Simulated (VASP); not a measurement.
Given:

```
CELL_PARAMETERS angstrom
      4.18821     0.00000     0.00000
      0.00000     4.18821     0.00000
      0.00000     0.00000     4.18821
ATOMIC_POSITIONS crystal
  Ba 0.00000 0.00000 0.00000
  Sn 0.50000 0.50000 0.50000
  O  0.50000 0.00000 0.50000
  O  0.00000 0.50000 0.50000
  O  0.50000 0.50000 0.00000
```

The numbers are results of PBE GGA, VASP's PBE PAW potentials (set 64) (plane waves; VASP 6.6.1), not measurements. Run with 520 eV cut-off, Gaussian smearing of 0.050 eV, potentials Ba_sv Sn_d O.

Unless said otherwise, spin-orbit coupling is left out, though it shifts the bands of the heavy elements here.

Task: Estimate the band gap (along the path) with the smallest direct gap where there is one.

Result: 
```json
{
  "band gap (along the path)": "0.33 eV",
  "smallest direct gap (along the path)": "0.85 eV"
}
```

Total energies compare only between runs with the same potentials, cut-off and functional.

The compound is BaSnO3 in the cubic perovskite structure. It was relaxed first, which changed the volume by +5 %.
